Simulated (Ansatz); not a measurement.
## Zr (P6_3/mmc) under several functionals

**The experiment to reproduce.**

From a printed reference work, data compilation, for a bulk crystal of Zr at 298.15 K: lattice constant a 3.232 Å; lattice constant c 5.147 Å.

Plane-wave DFT in Ansatz with scalar-relativistic PAW potentials. The same structure was relaxed (cell and atoms, symmetry kept) in separate runs at each level. No spin polarisation.

Question: How do the levels PBE, PBE+D3(BJ), PBEsol compare?

Answer:
| level | cutoff (eV) | k mesh | V (Å³/atom) | a (Å) | c (Å) | B0 (GPa) |
| --- | --- | --- | --- | --- | --- | --- |
| PBE+D3(BJ) | 420 | 18×18×8 | 22.454 | 3.186 | 5.110 | – |
| PBEsol | 420 | 18×18×8 | 22.467 | 3.186 | 5.112 | 98 |
| PBE | 420 | 18×18×8 | 23.397 | 3.234 | 5.167 | 93 |

The usual order of volumes, PBEsol < PBE, holds here (22.467, 23.397 Å³/atom). As a rule PBEsol, built on the gradient expansion of slowly varying densities, lies between LDA and PBE; PBE's stronger gradient term for exchange weakens bonds. Adding D3 to PBE changes the volume by -4.0 %; the term is attractive, so it pulls cells in. In metals the pairwise form ignores screening by the conduction electrons and often pulls in too far. B0 goes from 97.8 to 93.5 GPa as the volume grows by 4.1 %; on one curve with B' = 3.0 the volume alone, B ∝ V^(−B'), would give 86.5 GPa, and the rest of the difference is the functional's own stiffness.

For PBE: Against the measured lattice constant a of Zr, 3.232 Å (298.15 K; a printed reference work, data compilation), the calculated 3.234 Å is off by +0.1 %. Against the measured lattice constant c of Zr, 5.147 Å (298.15 K; a printed reference work, data compilation), the calculated 5.167 Å is off by +0.4 %. The calculations are for 0 K without zero-point motion, and in metals axial ratios are sensitive to mesh and smearing.